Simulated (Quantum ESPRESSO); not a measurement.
The system is BP.

```xyz
2
Lattice="0.0000 2.2690 2.2690 2.2690 0.0000 2.2690 2.2690 2.2690 0.0000" Properties=species:S:1:pos:R:3 pbc="T T T"
P     3.4035    3.4035    3.4035
B     0.0000    0.0000    0.0000
```

| Item | Value |
| --- | --- |
| Program | Quantum ESPRESSO 7.5 |
| Task | single point |
| Functional | PBE |
| Potentials or basis | SSSP 1.3 efficiency PBE |
| Cutoff | 748 eV |
| Density cutoff | 5987 eV |
| k mesh | 10 × 10 × 10 |
| Occupations | fermi-dirac, width 0.05 eV |
| Spin | no spin polarisation |

On this cell: pressure 1.1 GPa; largest force zero by symmetry; band gap on the k mesh 1.25 eV, indirect (least direct gap 3.40 eV).

The same run follows on a disturbed copy (atoms moved at random, drawn with an rms of 0.05 Å):

```
P B
1.0
     0.00000    2.26900    2.26900
     2.26900    0.00000    2.26900
     2.26900    2.26900    0.00000
P B
1 1
Cartesian
  3.4011 3.3991 3.4266
  0.0149 -0.0276 -0.0015
```

Problem. What does the disturbed cell give?

Solution. The energy moves by +6.6 meV/atom; pressure 1.2 GPa; largest force 0.683 eV/Å; band gap on the k mesh 0.90 eV, indirect (least direct gap 2.84 eV).

Forces in eV/Å, atoms in the order of the input:
```
P    0.300 -0.419 -0.449
B   -0.300  0.419  0.449
```

Stress tensor (GPa, compression positive):
```
 1.24  1.17  1.09
 1.17  1.22 -0.77
 1.09 -0.77  1.21
```

A k mesh can miss the band edges.
